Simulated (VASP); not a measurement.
# MnO (F-43m) in VASP: further runs

Aim: see how the results for MnO move with the level of theory and the settings. Levels: LDA, PBE+U. Tasks: elastic constants, single point.

All numbers are computed with VASP 6.6.1; they aren't measurements. Logs are shortened: lines on timing, memory, paths and dates and some standing lists are left out, and cuts for length are marked.

**1. The structure**

Symmetry: F-43m, No. 216, cubic system. Conventional cell: a = 4.873 Å, b = 4.873 Å, c = 4.873 Å, α = 90.00°, β = 90.00°, γ = 90.00°. Around Mn (site symmetry -43m) lie 4 O at 2.11 Å. Around O (site symmetry -43m) lie 4 Mn at 2.11 Å.

Measurements of this composition are mostly on another form, of space group No. 225.

**2. Elastic constants, LDA, collinear spin, ferromagnetic start**

File POSCAR:

```
MnO
1.0
    0.0000000000      2.4365134300      2.4365134300
    2.4365134300      0.0000000000      2.4365134300
    2.4365134300      2.4365134300      0.0000000000
Mn O
1 1
Direct
    0.0000000000      0.0000000000      0.0000000000
    0.2500000000      0.2500000000      0.2500000000
```

File INCAR.step1:

```
SYSTEM = MnO
PREC = Accurate
ENCUT = 600
EDIFF = 1E-8
ISMEAR = 0
SIGMA = 0.02
LREAL = .False.
LASPH = .True.
NELM = 150
ALGO = Normal
ISIF = 3
LWAVE = .False.
LCHARG = .False.
ISPIN = 2
MAGMOM = 4 0
LORBIT = 11
LMAXMIX = 4
GGA = CA
IBRION = 2
NSW = 40
EDIFFG = -0.002
```

File INCAR.step2:

```
SYSTEM = MnO
PREC = Accurate
ENCUT = 600
EDIFF = 1E-8
ISMEAR = 0
SIGMA = 0.02
LREAL = .False.
LASPH = .True.
NELM = 150
ALGO = Normal
ISIF = 3
LWAVE = .False.
LCHARG = .False.
ISPIN = 2
MAGMOM = 4 0
LORBIT = 11
LMAXMIX = 4
GGA = CA
IBRION = 6
NFREE = 2
POTIM = 0.015
NSW = 1
```

File KPOINTS:

```
Automatic mesh
0
Gamma
  7 7 7
  0 0 0
```

Potentials or basis: VASP PAW LDA potentials, release 64 (Mn_pv, O).

Run with:

```console
cat potpaw_LDA.64/Mn_pv/POTCAR potpaw_LDA.64/O/POTCAR > POTCAR
cp INCAR.step1 INCAR
mpirun -np 1 vasp_std > vasp.out
cp CONTCAR POSCAR
cp INCAR.step2 INCAR
mpirun -np 1 vasp_std > vasp.out
```

OUTCAR:

```text
SYSTEM = MnO
   PREC = Accurate
   ENCUT = 600
   EDIFF = 1E-8
   ISMEAR = 0
   LREAL = .False.
   LASPH = .True.
   NELM = 150
   ISIF = 3
   ISPIN = 2
   LORBIT = 11
   GGA = CA
   IBRION = 6
   NFREE = 2
   POTIM = 0.015
   NSW = 1

 ion  position               nearest neighbor table
   1  0.000  0.000  0.000-   2 1.84   2 1.84   2 1.84   2 1.84
   2  0.250  0.250  0.250-   1 1.84   1 1.84   1 1.84   1 1.84

  LATTYP: Found a face centered cubic cell.
 ALAT       =     4.2422759276

  Lattice vectors:

 A1 = (   0.0000000000,   2.1211379638,   2.1211379638)
 A2 = (   2.1211379638,   0.0000000000,   2.1211379638)
 A3 = (   2.1211379638,   2.1211379638,   0.0000000000)

Analysis of symmetry for initial positions (statically):
=====================================================================
 Subroutine PRICEL returns:
 Original cell was already a primitive cell.

 Routine SETGRP: Setting up the symmetry group for a
 face centered cubic supercell.

 Subroutine GETGRP returns: Found 24 space group operations
 (whereof 24 operations were pure point group operations)
 out of a pool of 48 trial point group operations.

The static configuration has the point symmetry T_d .

Analysis of symmetry for dynamics (positions and initial velocities):
=====================================================================
 Subroutine PRICEL returns:
 Original cell was already a primitive cell.

 Routine SETGRP: Setting up the symmetry group for a
 face centered cubic supercell.

 Subroutine GETGRP returns: Found 24 space group operations
 (whereof 24 operations were pure point group operations)
 out of a pool of 48 trial point group operations.

The dynamic configuration has the point symmetry T_d .

Analysis of structural, dynamic, and magnetic symmetry:
=====================================================================
 Subroutine PRICEL returns:
 Original cell was already a primitive cell.

 Routine SETGRP: Setting up the symmetry group for a
 face centered cubic supercell.

 Subroutine GETGRP returns: Found 24 space group operations
 (whereof 24 operations were pure point group operations)
 out of a pool of 48 trial point group operations.

The overall configuration has the point symmetry T_d .

 Subroutine INISYM returns: Found 24 space group operations
 (whereof 24 operations are pure point group operations),
 and found     1 'primitive' translations

----------------------------------------------------------------------------------------

                                     Primitive cell

  volume of cell :      19.0870

  direct lattice vectors                    reciprocal lattice vectors
     0.000000000  2.121137964  2.121137964    -0.235722527  0.235722527  0.235722527
     2.121137964  0.000000000  2.121137964     0.235722527 -0.235722527  0.235722527
     2.121137964  2.121137964  0.000000000     0.235722527  0.235722527 -0.235722527

  length of vectors
     2.999742076  2.999742076  2.999742076     0.408283392  0.408283392  0.408283392

  position of ions in fractional coordinates (direct lattice)
     0.000000000  0.000000000  0.000000000
     0.250000000  0.250000000  0.250000000

  ion indices of the primitive-cell ions
   primitive index   ion index
                 1           1
                 2           2

----------------------------------------------------------------------------------------

 KPOINTS: Automatic mesh

Automatic generation of k-mesh.
 Grid dimensions read from file:
 generate k-points for:    7    7    7

 Generating k-lattice:

  Cartesian coordinates                     Fractional coordinates (reciprocal lattice)
    -0.033674647  0.033674647  0.033674647     0.142857143  0.000000000  0.000000000
     0.033674647 -0.033674647  0.033674647     0.000000000  0.142857143  0.000000000
[... 309 lines left out ...]
      3     -39.5487      1.00000
      4     -13.3403      1.00000
      5       0.7445      1.00000
      6       0.7859      1.00000
      7       0.8273      1.00000
      8       7.5665      1.00000
      9       7.5714      1.00000
     10       8.7460      0.00000
     11      11.0529      0.00000
     12      11.1152      0.00000
     13      11.1670      0.00000
     14      24.4757      0.00000
[... 401 lines left out ...]
      2     -39.5955      1.00000
      3     -39.5596      1.00000
      4     -13.1158      1.00000
      5       0.3186      1.00000
      6       0.9036      1.00000
      7       0.9847      1.00000
      8       7.1874      1.00000
      9       7.6927      1.00000
     10       9.9345      0.00000
     11      10.7415      0.00000
     12      10.8414      0.00000
     13      10.8705      0.00000
     14      23.1167      0.00000
     15      23.9985      0.00000

 [... further k-points ...]

 spin component 2

 k-point     1 :       0.0000    0.0000    0.0000
  band No.  band energies     occupation
      1     -39.0511      1.00000
      2     -39.0259      1.00000
      3     -39.0057      1.00000
      4     -13.2692      1.00000
      5       0.8877      1.00000
      6       0.9287      1.00000
      7       0.9738      1.00000
      8       8.1412      1.00000
      9       8.1430      1.00000
     10       8.8603      0.00000
     11      11.3844      0.00000
     12      11.4426      0.00000
     13      11.4938      0.00000
     14      24.6313      0.00000
[... 401 lines left out ...]
      2     -39.0587      1.00000
      3     -39.0169      1.00000
      4     -13.0439      1.00000
      5       0.4552      1.00000
      6       1.0420      1.00000
      7       1.1261      1.00000
      8       7.7129      1.00000
      9       8.2731      1.00000
     10      10.0573      0.00000
     11      11.0847      0.00000
     12      11.1793      0.00000
     13      11.2271      0.00000
     14      23.2631      0.00000
     15      24.1451      0.00000

 [... further k-points ...]

------------------------ aborting loop because EDIFF is reached ----------------------------------------

  FORCE on cell =-STRESS in cart. coord.  units (eV):
  Direction    XX          YY          ZZ          XY          YZ          ZX
  --------------------------------------------------------------------------------------
  -------------------------------------------------------------------------------------
  Total       -0.0234617     -0.0146886     -0.0146886      0.0000000      0.2332436      0.0000000
  in kB       -1.9693937     -1.2329741     -1.2329741      0.0000000     19.5786909      0.0000000
  external PRESSURE =      -1.4784473 kB  Pullay stress =       0.0000000 kB
[... 17 lines left out ...]
  FREE ENERGIE OF THE ION-ELECTRON SYSTEM (eV)
  ---------------------------------------------------
  free  energy   TOTEN  =       -17.7992050992 eV

  energy  without entropy=      -17.7989247070  energy(sigma->0) =      -17.79906490

 INTERNAL STRAIN TENSORS FROM STRAINED CELLS
 ============================================

 INTERNAL STRAIN TENSOR FOR ION    1 for displacements in x,y,z  (eV/Angst):
          X           Y           Z          XY          YZ          ZX
  --------------------------------------------------------------------------------
  x    -0.00000     0.00000     0.00000     0.00000    16.19325     0.00000
  y     0.00000     0.00000     0.00000    -0.00000     0.00000    16.19325
  z     0.00000     0.00000     0.00000    16.19271    -0.00000     0.00000

 INTERNAL STRAIN TENSORS FROM DISPLACED ATOMS
 ============================================

 INTERNAL STRAIN TENSOR FOR ION    1 for displacements in x,y,z  (eV/Angst):
          X           Y           Z          XY          YZ          ZX
  --------------------------------------------------------------------------------
  x     0.00000    -0.00000    -0.00000     0.00000    15.51835    -0.00000
  y     0.00000     0.00000     0.00000    -0.00000     0.00000    15.51835
  z    -0.00000    -0.00000     0.00000    15.51835    -0.00000     0.00000

 INTERNAL STRAIN TENSOR FOR ION    2 for displacements in x,y,z  (eV/Angst):
          X           Y           Z          XY          YZ          ZX
  --------------------------------------------------------------------------------
  x     0.00000    -0.00000    -0.00000     0.00000   -15.53553     0.00000
  y    -0.00000     0.00000    -0.00000     0.00000     0.00000   -15.53553
  z    -0.00000    -0.00000     0.00000   -15.53553     0.00000    -0.00000

 Eigenvectors and eigenvalues of the dynamical matrix
 ----------------------------------------------------

   1 f  =   16.501574 THz   103.682445 2PiTHz  550.433247 cm-1    68.244994 meV
             X         Y         Z           dx          dy          dz
      0.000000  0.000000  0.000000    -0.474300   -0.000000    0.000000
      1.060569  1.060569  1.060569     0.880363   -0.000000    0.000000
[... 21 lines left out ...]
   6 f/i=    0.011632 THz     0.073088 2PiTHz    0.388010 cm-1     0.048107 meV
             X         Y         Z           dx          dy          dz
      0.000000  0.000000  0.000000     0.000000    0.130571    0.870627
      1.060569  1.060569  1.060569     0.000000    0.070346    0.469054

--------------------------------------------------------------------------------------------------------

 ELASTIC MODULI CONTR FROM IONIC RELAXATION (kBar)
 Direction    XX          YY          ZZ          XY          YZ          ZX
 --------------------------------------------------------------------------------
 XX          -0.0000     -0.0000     -0.0000     -0.0000      0.0000     -0.0000
 YY          -0.0000     -0.0000     -0.0000     -0.0000     -0.0000     -0.0000
 ZZ          -0.0000     -0.0000     -0.0000      0.0000     -0.0000     -0.0000
 XY          -0.0000     -0.0000      0.0000  -1467.1849      0.0000      0.0000
 YZ           0.0000     -0.0000     -0.0000      0.0000  -1467.1849      0.0000
 ZX          -0.0000     -0.0000     -0.0000      0.0000      0.0000  -1467.1849
 --------------------------------------------------------------------------------

 TOTAL ELASTIC MODULI (kBar)
 Direction    XX          YY          ZZ          XY          YZ          ZX
 --------------------------------------------------------------------------------
 XX        3056.1266   2443.6482   2443.6482     -0.0000     -0.0000     -0.0000
 YY        2443.6482   3056.1266   2443.6482     -0.0000     -0.0000     -0.0000
 ZZ        2443.6482   2443.6482   3056.1266     -0.0000      0.0000      0.0000
 XY          -0.0000     -0.0000     -0.0000    343.9306      0.0000      0.0000
 YZ          -0.0000     -0.0000      0.0000      0.0000    343.9306      0.0000
 ZX          -0.0000     -0.0000      0.0000      0.0000      0.0000    343.9306
 --------------------------------------------------------------------------------

 total charge

# of ion       s       p       d       tot
------------------------------------------
    1        0.312   6.375   5.347  12.034
    2        1.544   3.503   0.000   5.046
--------------------------------------------------
tot          1.856   9.877   5.347  17.080

 magnetization (x)

# of ion       s       p       d       tot
------------------------------------------
    1        0.005   0.010   0.549   0.564
    2        0.000   0.027   0.000   0.027
--------------------------------------------------
tot          0.005   0.037   0.549   0.591
```

Run time: 4.2 min. Hardware: 1 thread of Intel Xeon 6975P-C (Granite Rapids), shared host; peak memory 0.23 GiB.

What came out:

```
Relaxed volume                                          : 9.54 Å³/atom
Relaxed cell                                            : a = 3.000 Å, b = 3.000 Å, c = 3.000 Å, α = 60.00°, β = 60.00°, γ = 60.00°
Space group after relaxing (to 0.05 Å)                  : F-43m (No. 216)
Net moment                                              : 0.61 μB per cell
Site moments                                            : Mn +0.56; O +0.03 μB
Valence electrons inside the program's atomic spheres   : Mn 12.03; O 5.05
Elastic constants C11, C12, C44                         : 306, 244, 34 GPa
Voigt bulk modulus                                      : 265 GPa
Highest phonon frequency at Γ, LO-TO splitting left out : 550 cm⁻¹
```

Step by step:
```tsv
step	energy change (eV)	largest force (eV/Å)	pressure (GPa)	volume (Å³)
1	0.0000	0.0000	-13.37	28.93
2	-0.2968	0.0000	-6.65	24.17
3	-0.4066	0.0000	-19.81	20.90
4	0.4139	0.0000	97.25	15.28
5	-0.5185	0.0000	-6.42	19.58
6	-0.5285	0.0000	0.39	19.06
7	-0.5276	0.0000	-1.98	19.23
8	-0.5280	0.0000	-1.43	19.19
9	-0.5285	0.0000	0.02	19.09
```

Final structure:
```yaml
crystal:
  lattice:
    - [0.00000, 2.12114, 2.12114]
    - [2.12114, 0.00000, 2.12114]
    - [2.12114, 2.12114, 0.00000]
  atoms:
    - { symbol: Mn, position: [0.00000, 0.00000, 0.00000] }
    - { symbol: O, position: [0.25000, 0.25000, 0.25000] }
```

Phonon frequencies in cm⁻¹ (negative: imaginary):
| q point | frequencies |
| --- | --- |
| (0.000, 0.000, 0.000) | 0 0 0 550 550 550 |

Elastic tensor in Voigt notation (GPa, in the Cartesian axes of the cell as first typed):
```
306 244 244   0   0   0
244 306 244   0   0   0
244 244 306   0   0   0
  0   0   0  34   0   0
  0   0   0   0  34   0
  0   0   0   0   0  34
```

Clamped-ion elastic tensor (GPa):
```
306 244 244   0   0   0
244 306 244   0   0   0
244 244 306   0   0   0
  0   0   0 181   0   0
  0   0   0   0 181   0
  0   0   0   0   0 181
```

Caveat: the volume moved by over 15 % at a fixed basis, so the end points are rough; the moment fell far below its start of 4 μB, so a state of higher moment may lie lower in energy; a cell with one magnetic atom can't hold antiferromagnetic order, which such compounds often take.

(Part 1 of 2 ends here.)
